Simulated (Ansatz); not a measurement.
Molecular dynamics on a 2×2×2 supercell (16 atoms) of SrO (rocksalt), relaxed with r2SCAN. Forces come from PBEsol in the PAW code Ansatz: a Langevin thermostat at fixed volume, 1700 K, steps of 2 fs. Computed, non-magnetic; the trajectory is short and the cell small, so nothing here is a converged average.

```yaml
crystal:
  lattice:
    - [0.0, 5.1597846531, 5.1597846531]
    - [5.1597846531, 0.0, 5.1597846531]
    - [5.1597846531, 5.1597846531, 0.0]
  atoms:
    - { symbol: Sr, position: [0.0, 0.0, 0.0] }
    - { symbol: O, position: [0.25, 0.25, 0.25] }
    - { symbol: Sr, position: [0.0, 0.0, 0.5] }
    - { symbol: O, position: [0.25, 0.25, 0.75] }
    - { symbol: Sr, position: [0.0, 0.5, 0.0] }
    - { symbol: O, position: [0.25, 0.75, 0.25] }
    - { symbol: Sr, position: [0.0, 0.5, 0.5] }
    - { symbol: O, position: [0.25, 0.75, 0.75] }
    - { symbol: Sr, position: [0.5, 0.0, 0.0] }
    - { symbol: O, position: [0.75, 0.25, 0.25] }
    - { symbol: Sr, position: [0.5, 0.0, 0.5] }
    - { symbol: O, position: [0.75, 0.25, 0.75] }
    - { symbol: Sr, position: [0.5, 0.5, 0.0] }
    - { symbol: O, position: [0.75, 0.75, 0.25] }
    - { symbol: Sr, position: [0.5, 0.5, 0.5] }
    - { symbol: O, position: [0.75, 0.75, 0.75] }
kpoints:
  mp_grid: { grid: [2, 2, 2] }
hamiltonian:
  xc: pbesol
scf:
  occupations: { method: fermi_dirac, width: 0.146 }
md:
  ensemble: nvt_langevin
  temperature: 1700
  timestep: 2.0
  n_steps: 20
  initial_velocities: maxwell_boltzmann
  seed: 5936
```

Command: `ansatz run input.yaml --threads 4 --pin off --max-ram 3686MiB --backend cpu --events-out ev --progress --plain --runs-dir out`. Wall time 87 s on 4 threads of Arm Neoverse N1, on a shared host; peak host memory 0.87 GiB.

Problem. How do temperature and energy develop?

Solution. The temperature starts at 1594 K, is lowest at step 13 (807 K, 26 fs) and ends at 1183 K. The thermostat hasn't had time to restore it. The atoms start on their lattice sites with kinetic energy alone, so much of it first passes into potential energy. By the last step the atoms have moved 0.25 Å in the root mean square, the drift of the whole cell taken out, 0.48 Å at most.
```tsv
step	t (fs)	T (K)	free energy F from step 0 (meV/atom)	kinetic energy (meV/atom)	largest force (eV/Å)
0	0	1594	0.0	206.0	0.00
1	2	1464	1.9	189.2	0.32
2	4	1221	6.7	157.8	0.60
3	6	1207	13.8	156.0	0.85
4	8	1127	23.1	145.6	1.10
5	10	1099	34.2	142.0	1.33
6	12	1185	47.0	153.2	1.56
7	14	1176	60.7	152.0	1.75
8	16	1035	74.2	133.8	1.88
9	18	998	86.9	129.0	1.97
10	20	970	97.8	125.4	2.03
11	22	925	106.2	119.6	2.04
12	24	880	112.7	113.8	2.01
13	26	807	116.7	104.3	2.02
14	28	877	117.8	113.4	1.97
15	30	871	117.3	112.6	2.00
16	32	916	116.4	118.4	2.08
17	34	946	115.1	122.3	2.17
18	36	999	113.9	129.2	2.28
19	38	1132	113.6	146.3	2.35
20	40	1183	113.7	152.9	2.34
```

Positions (Å) and forces (eV/Å) at step 20:
```
Sr  -0.084  -0.109   0.130     0.021  -0.177  -0.826
O    2.777   2.606   2.599    -0.641   0.123  -0.489
Sr   2.472   2.410  -0.096     0.645   0.482  -0.279
O    5.624   5.344   2.471    -2.329  -0.123   0.110
Sr   2.628   0.033   2.652     1.989  -0.712  -0.466
O    5.025   2.799   4.922     0.756  -0.880   1.127
Sr   5.225   2.587   2.636     0.094  -0.371  -1.222
O    7.642   5.029   4.988     0.156   0.148   1.104
Sr   0.275   2.663   2.598    -1.638  -0.200   0.139
O    2.607   4.972   4.956    -0.271   0.955   0.164
Sr   2.429   5.113   2.462     0.778   0.672  -0.011
O    4.874   7.714   5.043     0.815   0.105   0.149
Sr   2.680   2.653   5.080    -0.469  -0.663   0.761
O    5.310   5.175   7.980    -0.299   0.138  -0.588
Sr   5.075   5.142   4.956     0.487   0.908   0.245
O    7.800   7.754   7.640    -0.094  -0.406   0.084
```
